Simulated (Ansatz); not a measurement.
Crystal structures of vanadium under RPBE

Method: DFT, RPBE, plane waves (420 eV) with PAW, scalar-relativistic in Ansatz 0.2.0. The PAW files were generated under PBE, with cores re-solved for the functional.

Each structure is relaxed within its own symmetry, so a high-lying one may be dynamically unstable.

| structure | ΔE (meV/atom) | V (Å³/atom) | cell | magnetic state |
| --- | --- | --- | --- | --- |
| bcc | 0 | 13.81 | a = 3.022 Å | spin not included |
| A15 | 43 | 14.04 | a = 4.825 Å | spin not included |
| omega (AlB2-type) | 129 | 14.02 | a = 4.485 Å, c = 2.414 Å (c/a = 0.538) | spin not included |
| dhcp | 227 | 14.21 | a = 2.658 Å, c = 9.293 Å (c/a = 3.496) | spin not included |
| fcc | 231 | 14.26 | a = 3.849 Å | spin not included |
| hcp | 247 | 14.21 | a = 2.639 Å, c = 4.712 Å (c/a = 1.786) | spin not included |
| simple cubic | 841 | 15.07 | a = 2.470 Å | spin not included |
| diamond | 2380 | 19.59 | a = 5.391 Å | spin not included |

ΔE counts from bcc.

Differences under about 8 meV lie within the error of the k-point mesh.
